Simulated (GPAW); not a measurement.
Here is a GPAW 26.7.0 calculation.

Contents of run.py:

```python
from ase import Atoms
from ase.calculators.mixing import SumCalculator
from ase.filters import FrechetCellFilter
from ase.io import write
from ase.optimize import BFGS
from dftd3.ase import DFTD3
from gpaw import GPAW, PW, setup_paths

setup_paths.insert(0, '.')

atoms = Atoms(['Si', 'Si'],
              cell=[[0.0, 2.7218511865, 2.7218511865],
                    [2.7218511865, 0.0, 2.7218511865],
                    [2.7218511865, 2.7218511865, 0.0]],
              scaled_positions=[[0.5, 0.5, 0.5],
                                [0.75, 0.75, 0.75]],
              pbc=True)

calc = GPAW(mode=PW(600),
            xc='PBEsol',
            kpts={'size': (8, 8, 8), 'gamma': True},
            occupations={'name': 'fermi-dirac', 'width': 0.05},
            nbands=11,
            convergence={'density': 1e-05, 'forces': 0.0001},
            maxiter=150,
            txt='gpaw.txt')
atoms.calc = SumCalculator([calc, DFTD3(method='pbesol', damping='d3bj')])
opt = BFGS(FrechetCellFilter(atoms), trajectory='relax.traj', logfile='-')
done = opt.run(fmax=0.02, steps=60)
calc.write('gs.gpw')
write('result.traj', atoms)
print('Converged:', done)
print('Cell:', atoms.cell.cellpar().round(4))
print('Volume:', round(atoms.get_volume(), 4))
print(atoms.get_scaled_positions().round(5))
```

Potentials or basis: PAW data sets generated in the run's folder for this functional, pw.

Launch:

```sh
$ gpaw-setup -f PBEsol Si
$ OMP_NUM_THREADS=1 python run.py
```

(1) Estimate the band gap on the k mesh.

(2) Predict the relaxed volume.

(3) Estimate the space group after relaxing (to 0.05 Å).

(4) Estimate the relaxed cell.

Answers

(1) 0.48 eV, indirect (least direct gap 2.53 eV).

(2) 19.68 Å³/atom.

(3) Fd-3m (No. 227).

(4) a = 3.818 Å, b = 3.818 Å, c = 3.818 Å, α = 60.00°, β = 60.00°, γ = 60.00°.

Caveat: later steps reuse the first step's grids.
